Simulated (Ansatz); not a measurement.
# Ligand exchange: Al(CH3)Br2 + C2H4O2 → AlHBr2 + C3H6O2

Species: Al(CH3)Br2, singlet; C2H4O2 (acetic acid) `CC(=O)O`, singlet; AlHBr2 `[Br][AlH][Br]`, singlet; C3H6O2 (propionic acid) `CCC(=O)O`, singlet. The partners trade CH3 for H: Al–CH3 and C–H bonds give way to Al–H and C–CH3.

Shapes, held fixed at every level: PBE0-D4/def2-TZVP. Flexible molecules stand in one conformer, not always the lowest. Programs: Ansatz 0.2.0. Electronic energies: no zero-point or thermal term.

```
               level                   kind  ΔE (kJ/mol)  less CCSD(T)/def2-TZVPP
r2SCAN-D4/def2-TZVPP               meta-GGA        +55.2                     +5.8
 B3LYP-D4/def2-TZVPP          global hybrid        +52.7                     +3.3
  PBE0-D4/def2-TZVPP          global hybrid        +52.2                     +2.8
   B2PLYP/def2-TZVPP          double hybrid        +52.4                     +3.0
       CCSD/def2-SVP  coupled cluster or CI        +35.0                    -14.4
     CCSD/def2-TZVPP  coupled cluster or CI        +48.5                     -0.9
  CCSD(T)/def2-TZVPP  coupled cluster or CI        +49.4                      0.0
```

The highest level, CCSD(T)/def2-TZVPP, gives ΔE = +49.4 kJ/mol; the levels span +35.0 to +55.2. The column of differences is taken from that level and isn't an error. No measured value is set beside it here. Relativity is left out for Br. Outer-core shells of Br are correlated, in sets that cover them unevenly.
